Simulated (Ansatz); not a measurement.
**TiO2: single point with PBE**

TiO2:

```
CELL_PARAMETERS angstrom
2.96826 0.00000 0.00000
0.00021 4.70761 0.00000
1.48357 0.24235 7.08346
ATOMIC_POSITIONS crystal
Ti 0.00337 0.00039 0.00070
Ti 0.34464 0.48026 0.31696
Ti 0.66171 0.52047 0.68450
O 0.44004 0.18544 0.12854
O 0.77793 0.29773 0.45188
O 0.10124 0.30895 0.80624
O 0.90650 0.69184 0.19517
O 0.22941 0.70301 0.54951
O 0.56803 0.81530 0.87283
```

The cell comes from a database or a generator and needn't be the stable form of this composition.

- Program: Ansatz 0.2.0
- Task: single point
- Functional: PBE
- Potentials or basis: Ansatz PAW
- Cutoff: 250 eV
- Density cutoff: 1000 eV
- k mesh: 9 × 6 × 4
- Occupations: fermi-dirac, width 0.05 eV
- Spin: no spin polarisation

* Pressure: -4.6 GPa
* Largest force: 0.354 eV/Å
* Band gap on the k mesh: 2.27 eV, indirect (least direct gap 2.35 eV)

Forces on the atoms (eV/Å):
```
Ti   0.001 -0.002  0.002
Ti   0.005  0.015  0.350
Ti   0.000 -0.011 -0.354
O   -0.004 -0.045 -0.019
O    0.007  0.304 -0.065
O   -0.004  0.012 -0.010
O    0.003 -0.013  0.009
O   -0.006 -0.305  0.067
O   -0.003  0.045  0.020
```

Stress tensor (GPa, compression positive):
```
-6.92 -0.06 -0.02
-0.06 -2.00 -0.25
-0.02 -0.25 -4.74
```

Levels at points of the mesh, in eV from the valence-band top:
```tsv
k point	band 34	band 35	band 36	band 37	band 38	band 39
(0.00, 0.00, 0.00)	-0.39	-0.24	-0.08	2.27	2.65	2.80
(0.00, 0.00, -0.50)	-0.77	-0.36	-0.13	2.44	2.65	2.80
(0.00, -0.50, 0.00)	-0.92	-0.83	-0.73	2.33	2.71	2.78
(0.00, -0.50, -0.50)	-0.78	-0.72	-0.33	2.33	2.57	2.64
```

It took 7 s on 4 threads of Arm Neoverse V1 (shared host), peak memory 0.44 GiB.

Caveat: odd divisions of the mesh miss points on the zone boundary, where band edges often lie, so the gap on the mesh can be too wide; the pressure holds a Pulay correction of +98.6 GPa for the finite cutoff; the cutoff lies under the one recommended for these potentials. A k mesh can miss the band edges.
